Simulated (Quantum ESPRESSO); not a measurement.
# Sb (Fm-3m) in Quantum ESPRESSO: reference runs, part 2 of 2

Quantum ESPRESSO 7.5. Earlier steps stand in the parts before.

## Step 3: Single point, PBEsol (cell strained at random at fixed volume)

Contents of pw.in:

```
&CONTROL
  calculation = 'scf'
  prefix = 'pwscf'
  outdir = './tmp'
  pseudo_dir = './pseudo'
  tprnfor = .true.
  tstress = .true.
  disk_io = 'nowf'
/
&SYSTEM
  ibrav = 0
  nat = 1
  ntyp = 1
  ecutwfc = 45
  ecutrho = 360
  nbnd = 13
  occupations = 'smearing'
  smearing = 'fd'
  degauss = 0.00367493
/
&ELECTRONS
  conv_thr = 2d-10
  electron_maxstep = 120
  mixing_beta = 0.5
/
ATOMIC_SPECIES
Sb   121.7600 sb_pbesol_v1.4.uspp.F.UPF
CELL_PARAMETERS angstrom
  -0.0167630000    2.3807070000    2.4016500000
   2.3697530000    0.0443490000    2.3405380000
   2.4096310000    2.3594730000    0.0044710000
ATOMIC_POSITIONS crystal
Sb    -0.0075380000    0.0130910000   -0.0107430000
K_POINTS automatic
10 10 10 0 0 0
```

Potentials or basis: GBRV 1.5 PBEsol.

Command:

```bash
$ OMP_NUM_THREADS=1 mpirun -n 2 pw.x -nk 2 -in pw.in > pw.out
```

pw.out:

```text
This program is part of the open-source Quantum ESPRESSO suite
     for quantum simulation of materials; please cite
         "P. Giannozzi et al., J. Phys.:Condens. Matter 21 395502 (2009);
         "P. Giannozzi et al., J. Phys.:Condens. Matter 29 465901 (2017);
         "P. Giannozzi et al., J. Chem. Phys. 152 154105 (2020);
     in publications or presentations arising from this work. More details at

     K-points division:     npool     =       2
     Subspace diagonalization in iterative solution of the eigenvalue problem:
     a serial algorithm will be used

     G-vector sticks info
     --------------------
     sticks:   dense  smooth     PW     G-vecs:    dense   smooth      PW
     Sum         995     501    163                20757     7357    1431

     Using Slab Decomposition

     bravais-lattice index     =            0
     lattice parameter (alat)  =       6.3905  a.u.
     unit-cell volume          =     179.9510 (a.u.)^3
     number of atoms/cell      =            1
     number of atomic types    =            1
     number of electrons       =        15.00
     number of Kohn-Sham states=           13
     kinetic-energy cutoff     =      45.0000  Ry
     charge density cutoff     =     360.0000  Ry
     scf convergence threshold =      2.0E-10
     mixing beta               =       0.5000
     number of iterations used =            8  plain     mixing
     Exchange-correlation= SLA  PW   PSX  PSC
                           (   1   4  10   8   0   0   0)

     celldm(1)=   6.390508  celldm(2)=   0.000000  celldm(3)=   0.000000
     celldm(4)=   0.000000  celldm(5)=   0.000000  celldm(6)=   0.000000

     crystal axes: (cart. coord. in units of alat)
               a(1) = (  -0.004957   0.703995   0.710188 )
               a(2) = (   0.700756   0.013114   0.692116 )
               a(3) = (   0.712548   0.697716   0.001322 )

     reciprocal axes: (cart. coord. in units 2 pi/alat)
               b(1) = ( -0.700316  0.713885  0.695530 )
               b(2) = (  0.717277 -0.733913  0.732520 )
               b(3) = (  0.693136  0.726733 -0.715558 )

     PseudoPot. # 1 for Sb read from file:
     sb_pbesol_v1.4.uspp.F.UPF
     Pseudo is Ultrasoft + core correction, Zval = 15.0
     Generated by new atomic code, or converted to UPF format
     Using radial grid of  891 points,  6 beta functions with:
                l(1) =   0
                l(2) =   0
                l(3) =   1
                l(4) =   1
                l(5) =   2
                l(6) =   2
     Q(r) pseudized with  8 coefficients,  rinner =    1.350   1.350   1.350
                                                       1.350   1.350

     atomic species   valence    mass     pseudopotential
     Sb               15.00   121.76000     Sb( 1.00)

     No symmetry found

   Cartesian axes

     site n.     atom                  positions (alat units)
         1        Sb     tau(   1) = (   0.0015561  -0.0126306   0.0036929  )

     number of k points=   504  Fermi-Dirac smearing, width (Ry)=  0.0037

     Number of k-points >= 100: set verbosity='high' to print them.

     Dense  grid:    20757 G-vectors     FFT dimensions: (  40,  40,  40)

     Smooth grid:     7357 G-vectors     FFT dimensions: (  27,  27,  27)

     Check: negative core charge=   -0.000003

     Initial potential from superposition of free atoms

     starting charge      14.0000, renormalised to      15.0000
     Starting wfcs are    9 randomized atomic wfcs +    4 random wfcs

     Self-consistent Calculation

     iteration #  1     ecut=    45.00 Ry     beta= 0.50
     Davidson diagonalization with overlap
     ethr =  1.00E-02,  avg # of iterations =  5.5

     total energy              =    -184.38096801 Ry
     estimated scf accuracy    <       1.01017439 Ry

     iteration #  2     ecut=    45.00 Ry     beta= 0.50
     Davidson diagonalization with overlap
     ethr =  6.73E-03,  avg # of iterations =  2.0

     total energy              =    -184.58023075 Ry
     estimated scf accuracy    <       0.01211745 Ry

     iteration #  3     ecut=    45.00 Ry     beta= 0.50
     Davidson diagonalization with overlap
     ethr =  8.08E-05,  avg # of iterations =  3.5

     total energy              =    -184.58098740 Ry
     estimated scf accuracy    <       0.00135549 Ry

     iteration #  4     ecut=    45.00 Ry     beta= 0.50
     Davidson diagonalization with overlap
     ethr =  9.04E-06,  avg # of iterations =  2.4

     total energy              =    -184.58109532 Ry
     estimated scf accuracy    <       0.00000649 Ry

     iteration #  5     ecut=    45.00 Ry     beta= 0.50
     Davidson diagonalization with overlap
     ethr =  4.32E-08,  avg # of iterations =  3.1

     total energy              =    -184.58109895 Ry
     estimated scf accuracy    <       0.00000059 Ry

     iteration #  6     ecut=    45.00 Ry     beta= 0.50
     Davidson diagonalization with overlap
     ethr =  3.91E-09,  avg # of iterations =  2.0

     total energy              =    -184.58109903 Ry
     estimated scf accuracy    <          5.5E-09 Ry

     iteration #  7     ecut=    45.00 Ry     beta= 0.50
     Davidson diagonalization with overlap
     ethr =  3.68E-11,  avg # of iterations =  2.5

     total energy              =    -184.58109903 Ry
     estimated scf accuracy    <          6.5E-10 Ry

     iteration #  8     ecut=    45.00 Ry     beta= 0.50
     Davidson diagonalization with overlap
     ethr =  4.34E-12,  avg # of iterations =  2.0

     End of self-consistent calculation

     Number of k-points >= 100: set verbosity='high' to print the bands.

     the Fermi energy is    11.8704 ev

!    total energy              =    -184.58109903 Ry
     estimated scf accuracy    <          3.7E-11 Ry
     smearing contrib. (-TS)   =      -0.00035728 Ry
     internal energy E=F+TS    =    -184.58074175 Ry

     The total energy is F=E-TS. E is the sum of the following terms:
     one-electron contribution =     -70.37808047 Ry
     hartree contribution      =      44.46464954 Ry
     xc contribution           =     -43.57719464 Ry
     ewald contribution        =    -115.09011618 Ry

     convergence has been achieved in   8 iterations

     Forces acting on atoms (cartesian axes, Ry/au):

     atom    1 type  1   force =     0.00000000    0.00000000    0.00000000

     Total force =     0.000000     Total SCF correction =     0.000000

     Computing stress (Cartesian axis) and pressure

          total   stress  (Ry/bohr**3)                   (kbar)     P=      -14.49
  -0.00009087   0.00002806   0.00001391          -13.37        4.13        2.05
   0.00002806  -0.00008817   0.00000641            4.13      -12.97        0.94
   0.00001391   0.00000641  -0.00011639            2.05        0.94      -17.12

=------------------------------------------------------------------------------=
   JOB DONE.
=------------------------------------------------------------------------------=
```

It took 26 s on 2 MPI ranks of Intel Xeon 6975P-C (Granite Rapids), shared host; peak memory 0.24 GiB.

Results:

| Item | Value |
| --- | --- |
| Free energy | -2511.3538 eV |
| Pressure | -1.4 GPa |
| Band gap on the k mesh | none (metal or under the smearing width) |

The run has no spin-orbit coupling, so splittings on Sb are missing.
